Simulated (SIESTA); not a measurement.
ZrC:

```
Zr C
1.0
     0.00000    2.36500    2.36500
     2.36500    0.00000    2.36500
     2.36500    2.36500    0.00000
Zr C
1 1
Cartesian
  2.3650 2.3650 2.3650
  0.0000 0.0000 0.0000
```

Base run:

```yaml
Program: SIESTA 5.4.2
Functional: PBEsol
Potentials_or_basis: PseudoDojo 0.4 standard (PBEsol files)
Basis: DZP (energy shift 0.003 Ry; two zetas on semicore shells)
Grid_cutoff: 800 Ry
Energy_shift: 0.003 Ry
k_mesh: 10 × 10 × 10
Occupations: fermi-dirac, width 0.05 eV
Spin: no spin polarisation
```

Its results: band gap on the k mesh none (metal or under the smearing width); pressure -6.4 GPa.

Question: After a change of settings the same cell gave: band gap on the k mesh none (metal or under the smearing width); pressure -10.3 GPa. Which change was it?
A. functional from PBEsol to LDA; potentials or basis from PseudoDojo 0.4 standard (PBEsol files) to PseudoDojo 0.4 standard (LDA files)
B. functional from PBEsol to AM05
C. functional from PBEsol to WC
D. functional from PBEsol to BLYP; potentials or basis from PseudoDojo 0.4 standard (PBEsol files) to PseudoDojo 0.4 standard (PBE files)

Answer: A.

Caveats: the basis of atomic orbitals isn't converged, which shifts pressures, moduli and gaps.

Runs at the PBE level aren't shown here.
